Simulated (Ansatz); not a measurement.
**A F vacancy in rocksalt LiF, 63 atoms, charge 0**

All numbers come from Ansatz (PAW, plane waves, no spin–orbit coupling) at the single k point (¼, ¼, ¼) without its symmetry partners. The atoms were relaxed with PBEsol in a fixed cell; other functionals are single points on those atoms unless said otherwise. The valence top and gap of the host come from its small cell on a dense mesh, with the band extrema sought between the mesh points, lined up by the mean potential, PBEsol gap 9.05 eV, HSE06 gap 11.54 eV.

Cell: a = 8.015 Å, b = 8.015 Å, c = 8.015 Å, α = 90.00°, β = 90.00°, γ = 90.00°.

Nearest atoms after relaxation, from the placed atom (for vacancies from the middle of the vacant sites): Li at 2.04 Å, Li at 2.05 Å, Li at 2.05 Å, Li at 2.05 Å, Li at 2.05 Å, Li at 2.05 Å, F at 2.84 Å, F at 2.84 Å.

Chemical potentials μ are those of reference phases of the elements at zero temperature by the same functional (the usual solids, diamond for C, grey Sn, and the molecules H2, N2, O2, F2, Cl2, Br2 and S8).

| functional | E(defect) − E(host) − Σ nμ + q·E_VBM (eV) | monopole (eV) | alignment (eV) | formation energy at E_F = VBM (eV) | moment (μB) | wall time, shared host |
| --- | --- | --- | --- | --- | --- | --- |
| PBEsol | 7.00 | 0.00 | 0.00 | 7.00 | 1.0 | 29 s on 7 threads of Neoverse-V2 (relaxation) |
| HSE06 | 7.24 | 0.00 | 0.00 | 7.24 | 1.0 | 2.9 min on 7 threads of Neoverse-V2 |

HSE06 one-electron levels near the gap (the ten most localised at most), from the host's valence top:

| level (eV) | spin | filling | atoms sharing it | element of the atom with most weight |
| --- | --- | --- | --- | --- |
| 7.06 | up | 1.00 | 9.1 | Li |
| 9.67 | down | 0.00 | 10.2 | Li |

All elements are taken at their own reference at once; growth conditions in equilibrium with the host shift these energies, by up to the host's formation enthalpy.

One k point and a cell of this size can leave errors of several tenths of an eV in such numbers.
